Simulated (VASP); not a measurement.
Here is a VASP 6.6.1 calculation.

File INCAR:

```
SYSTEM = Si
PREC     = Accurate       ! precision mode
ENCUT    = 520            ! plane-wave cutoff, eV
EDIFF    = 1E-7           ! SCF threshold, eV
ISMEAR   = -1             ! smearing method
SIGMA    = 0.1            ! smearing width, eV
LREAL    = .FALSE.        ! projectors in reciprocal space
LASPH    = .TRUE.         ! aspherical terms in the spheres
NELM     = 100            ! most SCF steps
ALGO     = Normal         ! electronic algorithm
ISIF     = 2              ! what is computed and relaxed
LWAVE    = .FALSE.        ! write WAVECAR
LCHARG   = .FALSE.        ! write CHGCAR
GGA      = PE             ! functional
NBANDS   = 13             ! bands
```

KPOINTS

```
regular mesh
0
G
  9 9 12
  0 0 0
```

Contents of POSCAR:

```
Si
1.0
    4.2886277714      0.0000000000      0.0000000000
   -2.1443138857      3.7140605974      0.0000000000
    0.0000000000      0.0000000000      2.5075731241
Si
3
Direct
    0.0000000000      0.0000000000      0.0000000000
    0.3333333333      0.6666666667      0.5000000000
    0.6666666667      0.3333333333      0.5000000000
```

Potentials or basis: VASP PAW PBE potentials, release 64 (Si).

The run is started by

```console
$ cat potpaw_PBE.64/Si/POTCAR > POTCAR
$ mpirun -np 1 vasp_std > vasp.out
```

(1) What does it give for the band gap on the k mesh?

(2) Estimate the pressure.

## Answers

(1) none (metal or under the smearing width).

(2) 12.2 GPa.
